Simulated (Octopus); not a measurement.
Crystal: BAs.

```xyz
2
Lattice="0.0000 2.3885 2.3885 2.3885 0.0000 2.3885 2.3885 2.3885 0.0000" Properties=species:S:1:pos:R:3 pbc="T T T"
As    3.5827    3.5827    3.5827
B     0.0000    0.0000    0.0000
```

Base run:

```yaml
Program: Octopus 16.4
Functional: PBE
Potentials_or_basis: pseudodojo_pbe (PseudoDojo 0.5, PBE)
Grid_spacing: 0.130 Å
k_mesh: 10 × 10 × 10
Occupations: fermi-dirac, width 0.05 eV
Spin: no spin polarisation
```

Its results: band gap on the k mesh 1.20 eV, indirect (least direct gap 3.29 eV).

Question: The run is repeated on the same cell with these changes: functional from PBE to PBEsol; potentials or basis from pseudodojo_pbe (PseudoDojo 0.5, PBE) to pseudodojo_pbesol (PseudoDojo 0.4, PBEsol). What comes out?

Answer: Band gap on the k mesh 1.10 eV, indirect (least direct gap 3.25 eV).

A k mesh can miss the band edges.

Not every run made on this cell is shown here.
